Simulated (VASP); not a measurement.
FeSi, 8 atoms in the cell. The structure is cubic, space group P2_13 (No. 198). The conventional cell has a = 4.551 Å, b = 4.551 Å, c = 4.551 Å, α = 90.00°, β = 90.00°, γ = 90.00°. Around Fe (site symmetry 3) lie 7 Si at 2.32 to 2.55 Å. Si (site symmetry 3) is surrounded by 7 Fe at 2.32 to 2.55 Å. 

```yaml
Program: VASP 6.6.1
Task: relaxation of cell and atoms
Functional: PBE
Potentials_or_basis: VASP PAW PBE potentials, release 64 (Fe, Si)
Cutoff: 600 eV
k_mesh: 8 × 8 × 8
Occupations: gaussian, width 0.03 eV
Spin: no spin polarisation
Target_pressure: 50.7 GPa
Further_INCAR_settings: ALGO = Normal; EDIFF = 1e-06; IBRION = 2; EDIFFG = -0.01; NSW = 90; ISIF = 3
Target_pressure: 50.7 GPa
```

Potentials or basis: VASP PAW PBE potentials, release 64 (Fe, Si).

Run with:

```bash
$ cat potpaw_PBE.64/Fe/POTCAR potpaw_PBE.64/Si/POTCAR > POTCAR
$ mpirun -np 2 vasp_std > vasp.out
```

Hardware: 2 MPI ranks on AMD EPYC 9R45 (Zen 5), with other jobs on the host.

Estimate the wall time of this run.

Run time: 5.3 min on 2 MPI ranks on AMD EPYC 9R45 (Zen 5), with other jobs on the host, peak memory 0.26 GiB a rank. Counts: scf iterations 93, k points 45, ion steps 11.
